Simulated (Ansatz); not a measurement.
A single-point run of Ansatz (plane waves, PAW) on zincblende GaP, with the lines that name the functional removed. The cell was relaxed with r2SCAN and then strained (epitaxial +4.0 % in the xy plane, free normal strain -3.48 %), with the atoms relaxed again with r2SCAN; k points keep the names of the unstrained zone.

```
CELL_PARAMETERS angstrom
0.00000 2.83442 2.63069
2.83442 0.00000 2.63069
2.83442 2.83442 0.00000
ATOMIC_POSITIONS crystal
Ga 0.00000 0.00000 0.00000
P 0.25000 0.25000 0.25000
```

```
Pseudopotential: Ga, paw_fr, valence charge 13, recommended cutoff 500 eV
Pseudopotential: P, paw_fr, valence charge 5, recommended cutoff 500 eV
Crystal: 2 atoms, lattice volume = 42.269 Å³
Basis set: ecut = 500 eV, 1057 PW (Γ)
Bands: 26, of which v1, the nominal top of the filled ones, is band 18 counted from 1 (17 counted from 0)
Symmetry: 8 space group operations + 8 with time reversal
Magnetic group: BNS 119.316 (UNI 976)
k-points: 59 of 512 (time reversal used)
preconditioner: auto → none  [insulator: Δε(μ)=1.492 eV  σ=0.020 eV  ℏωp=24.2 eV]
SCF converged after 7 iterations
Free energy (F): -4547.712584 eV
Fermi energy:    7.232156 eV
--- Per-component energies (eV) ---
  E_band       = -75.472125
  E_kinetic    = 184.066597
  E_local      = -2229.842359
  E_nonlocal   = 460.589009
  E_hartree    = 1030.659867
  E_xc         = -120.219619
  E_vxc        = -123.756512
  E_paw        = -2577.619773
  E_vpaw       = -433.815248
  E_vtau       = 5.976624
  E_ewald      = -1294.616324
  E_core_change = -0.729939
--- Stress (GPa, compression-positive) ---
       -5.285047       0.000000       0.000000
        0.000000      -5.285047       0.000000
        0.000000       0.000000       0.000210
  P = ⅓ Tr σ = -3.5233 GPa (-35.233 kbar)
--- Band table (eV; the first three rows and the last of 59) ---
  k-point 0: bands = […, -6.3216, -6.3216, 6.2051, 6.2051, 6.2646, 6.2646, 6.6199, 6.6199, 8.3112, 8.3112, 10.4242, 10.4242, 10.6289, 10.6289, …]
  k-point 1: bands = […, -6.1208, -6.1197, 4.7377, 4.7403, 5.9809, 5.9825, 6.3119, 6.3150, 8.9769, 8.9774, 10.6989, 10.7759, 10.9585, 10.9802, …]
  k-point 2: bands = […, -5.5527, -5.5513, 2.5004, 2.5017, 5.4948, 5.4968, 5.9380, 5.9418, 8.6896, 8.6946, 11.3130, 11.3168, 11.4893, 11.4987, …]
  k-point 58: bands = […, -3.2212, -3.2212, -0.0499, -0.0499, 3.3808, 3.3808, 3.4032, 3.4032, 8.0095, 8.0095, 8.0445, 8.0445, 17.2529, 17.2529, …]
```

bands.tsv, columns around the gap (it counts bands from 0):
```tsv
# k_distance	band_8	band_9	band_10	band_11	band_12	band_13	band_14	band_15	band_16	band_17	band_18	band_19	band_20	band_21	band_22	band_23	band_24	band_25
# fermi_ev = 7.232156
# [0, 0, 0] at k_distance = 0.000000
# [-0.5, -0.5, 0] at k_distance = 1.194210
# [-0.375, -0.375, 0.25] at k_distance = 1.586080
# [-0.375, 0, 0.375] at k_distance = 2.273857
# [0, 0, 0.5] at k_distance = 2.961634
# [-0.5, -0.25, 0.25] at k_distance = 3.776286
# [0.411458, 0.411458, 0] at k_distance = 6.022664
# levels_relative_to = fermi_ev
0.000	-15.546	-15.546	-13.554	-13.554	-1.027	-1.027	-0.968	-0.968	-0.612	-0.612	1.079	1.079	3.192	3.192	3.397	3.397	3.465	3.465
1.194	-15.525	-15.525	-10.453	-10.453	-7.282	-7.282	-3.851	-3.851	-3.829	-3.829	0.777	0.777	0.812	0.812	10.021	10.021	10.107	10.107
1.586	-15.547	-15.522	-10.606	-10.604	-7.202	-7.191	-4.681	-4.663	-3.422	-3.420	1.218	1.226	3.659	3.671	7.687	7.695	7.867	7.875
2.274	-15.540	-15.528	-10.756	-10.754	-7.511	-7.502	-4.719	-4.698	-2.907	-2.905	1.869	1.874	4.515	4.517	7.187	7.207	7.728	7.763
2.962	-15.528	-15.528	-11.534	-11.534	-7.455	-7.455	-2.259	-2.259	-1.681	-1.681	0.929	0.929	3.917	3.917	4.582	4.582	7.923	7.923
3.776	-15.546	-15.527	-10.551	-10.548	-7.373	-7.362	-4.348	-4.330	-4.192	-4.145	3.848	3.862	3.864	3.878	5.270	5.357	5.492	5.506
6.023	-15.528	-15.528	-10.914	-10.914	-6.697	-6.697	-3.708	-3.708	-3.685	-3.685	0.592	0.592	1.420	1.420	8.982	8.982	9.056	9.056
```
In order the rows are Γ, X, U, K, L, W, Γ–X (0.82).

Q: Which level of theory was used?
A. r2SCAN+SOC
B. HSE06+SOC
C. PBE
D. PBE+SOC

A: A. r2SCAN+SOC. The term E_vtau belongs to a meta-GGA, which reads the kinetic-energy density. There is no exchange loop, so no exact exchange. Each band holds one electron and the count is doubled, so the run is non-collinear with spin-orbit coupling. The r2SCAN+SOC gap is indirect, 1.20 eV (Γ to Γ–X (0.82 of the way from Γ)), below the direct gap of 1.69 eV at Γ. Within one family of functionals the choice rests on the size of the gap and stress, not on a line of the log.

It took 4.2 s on 1 × NVIDIA H100 80GB HBM3 with 2 threads of AMD EPYC 7R13 Processor (Zen 3), on a shared host, load about 2.7 per core; peak host memory 1.1 GiB.

Calculated for a static, non-magnetic cell.
